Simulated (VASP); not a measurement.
Wanted: the native input for a VASP 6.6.1 run.

```yaml
Task: evGW0 quasiparticle levels
Functional: PBE
Potentials_or_basis: VASP PAW PBE potentials, release 64 (Si_GW)
Cutoff: 500 eV
k_mesh: 6 × 6 × 6
Occupations: gaussian, width 0.01 eV
Spin: no spin polarisation
GW_scheme: evGW0
GW_iterations: 4
Cutoff_of_the_response_function: 150
Frequency_points: 48
Empty_bands: 149
Further_INCAR_settings: ALGO = EVGW0; EDIFF = 1e-08; NBANDS = 153
```

Crystal: Si.

```
CELL_PARAMETERS angstrom
0.00000 2.71785 2.71785
2.71785 0.00000 2.71785
2.71785 2.71785 0.00000
ATOMIC_POSITIONS crystal
Si 0.75000 0.75000 0.75000
Si 0.50000 0.50000 0.50000
```

These files were run (other wordings do the same):

POSCAR

```
Si                                      
1.0
    0.0000000000      2.7178477094      2.7178477094
    2.7178477094      0.0000000000      2.7178477094
    2.7178477094      2.7178477094      0.0000000000
  Si            
     2
Direct
     0.7500000000000000    0.7500000000000000    0.7500000000000000
     0.5000000000000000    0.5000000000000000    0.5000000000000000
```

INCAR.step1

```
SYSTEM = Si
PREC     = Accurate       ! precision mode
ENCUT    = 500            ! plane-wave cutoff, eV
EDIFF    = 1E-8           ! SCF threshold, eV
ISMEAR   = 0              ! smearing method
SIGMA    = 0.01           ! smearing width, eV
LREAL    = .False.        ! projectors in reciprocal space
LASPH    = .True.         ! aspherical terms in the spheres
NELM     = 80             ! most SCF steps
ALGO     = Normal         ! electronic algorithm
LWAVE    = .True.         ! write WAVECAR
LCHARG   = .False.        ! write CHGCAR
GGA      = PE             ! functional
KPAR     = 4
```

INCAR.step2

```
SYSTEM = Si
PREC     = Accurate       ! precision mode
ENCUT    = 500            ! plane-wave cutoff, eV
EDIFF    = 1E-8           ! SCF threshold, eV
ISMEAR   = 0              ! smearing method
SIGMA    = 0.01           ! smearing width, eV
LREAL    = .False.        ! projectors in reciprocal space
LASPH    = .True.         ! aspherical terms in the spheres
NELM     = 1              ! most SCF steps
ALGO     = Exact          ! electronic algorithm
LWAVE    = .True.         ! write WAVECAR
LCHARG   = .False.        ! write CHGCAR
GGA      = PE             ! functional
KPAR     = 4            
NBANDS   = 153            ! bands
LOPTICS  = .True.         ! frequency-dependent dielectric function
ISTART   = 1
```

INCAR.step3

```
SYSTEM = Si
PREC     = Accurate       ! precision mode
ENCUT    = 500            ! plane-wave cutoff, eV
EDIFF    = 1E-8           ! SCF threshold, eV
ISMEAR   = 0              ! smearing method
SIGMA    = 0.01           ! smearing width, eV
LREAL    = .False.        ! projectors in reciprocal space
LASPH    = .True.         ! aspherical terms in the spheres
ALGO     = EVGW0          ! electronic algorithm
LWAVE    = .False.        ! write WAVECAR
LCHARG   = .False.        ! write CHGCAR
GGA      = PE             ! functional
KPAR     = 4            
NELMGW   = 4            
NBANDS   = 153            ! bands
ENCUTGW  = 150            ! cutoff of the response function
NOMEGA   = 48             ! frequency points
PRECFOCK = Fast         
ISTART   = 1            
NBANDSGW = 12
```

KPOINTS

```
Automatic mesh
0
Gamma
  6 6 6
  0 0 0
```

Potentials or basis: VASP PAW PBE potentials, release 64 (Si_GW).

Command:

```bash
$ cat potpaw_PBE.64/Si_GW/POTCAR > POTCAR
$ cp INCAR.step1 INCAR
$ mpirun -np 4 vasp_std > vasp.out
$ cp INCAR.step2 INCAR
$ mpirun -np 4 vasp_std > vasp.out
$ cp INCAR.step3 INCAR
$ mpirun -np 4 vasp_std > vasp.out
```

It gave:

The band gap on the k mesh, mean-field level is 0.71 eV, indirect (least direct gap 2.56 eV), the quasiparticle gap is 1.30 eV and the least direct quasiparticle gap is 3.31 eV.

Caveat: bands, screening cutoff and mesh are small and nothing is extrapolated, so the quasiparticle values aren't converged.

It took 4.4 min on 4 MPI ranks on Intel(R) Xeon(R) 6975P-C (Granite Rapids), with other jobs on the host, peak memory 0.82 GiB a rank.
